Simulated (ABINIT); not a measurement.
Runs of ABINIT 10.8.3 (patched build) on Si. Symmetry: Fd-3m, No. 227, cubic system. Conventional cell: a = 5.444 Å, b = 5.444 Å, c = 5.444 Å, α = 90.00°, β = 90.00°, γ = 90.00°. Si (site symmetry -43m) has 4 Si at 2.36 Å as nearest neighbours. 

| task | level | potentials or basis | cutoff (eV) | fine-grid cutoff | gap on the mesh (eV) | pressure (GPa) | V0 of scaled cells (Å³/atom) | B0 (GPa) |
| --- | --- | --- | --- | --- | --- | --- | --- | --- |
| band structure | LDA | PseudoDojo NC SR LDA v0.4 stringent | 435 | - | 0.54 | -2.5 | - | - |
| band structure | PBEsol | PseudoDojo NC SR PBEsol v0.4.1 standard | 490 | - | 0.52 | -0.6 | - | - |
| band structure | WC | JTH PAW PBE v2.0 | 408 | 816.342 eV | 0.54 | -0.7 | - | - |
| band structure | r2SCAN | Ansatz NC PBE | 599 | - | 0.73 | 0.9 | - | - |
| equation of state | LDA | PseudoDojo NC SR LDA v0.4 stringent | 435 | - | - | - | 19.62 | 96 |
| band structure | r2SCAN | PseudoDojo NC SR PBE v0.4.1 standard | 599 | - | 0.74 | 0.9 | - | - |
| equation of state | revPBE | JTH PAW PBE v2.0 | 408 | 816.342 eV | - | - | 20.68 | 86 |
| band structure | SOGGA | JTH PAW PBE v2.0 | 408 | 816.342 eV | (b) | (c) | - | - |
| band structure | HLE16 | JTH PAW PBE v2.0 | 408 | 816.342 eV | 1.51 | -17.0 | - | - |
| equation of state | BP86+D2 | JTH PAW PBE v2.0 | 408 | 816.342 eV | - | - | (a) | 100 |
| band structure | LDA | JTH PAW LDA v2.0 | 408 | 816.342 eV | 0.53 | -2.2 | - | - |
| band structure | r2SCAN | JTH PAW LDA v2.0 | 490 | 979.61 eV | 0.82 | -0.6 | - | - |

Alike in all rows: no spin polarisation; cell as given; k mesh 8 × 8 × 8; smearing fermi-dirac 0.05 eV.

Task: Estimate the missing entries.

Result: (a) 19.71; (b) 0.46; (c) -1.3.

Caveats: the PAW data sets were made with another functional, which shifts forces and pressure a little (some runs); the potentials were made for another functional, which shifts forces and pressure (some runs); pressures at fixed basis lie under the slope of the energies (some runs); a meta-GGA on potentials with a model core is unreliable (some runs); the potentials were made for a functional far from this one (some runs); so large a pressure means that the cell lies far from this level's equilibrium, or that cutoff or potentials fall short (some runs).

A k mesh can miss the band edges.

Runs at the PBE level aren't shown here.
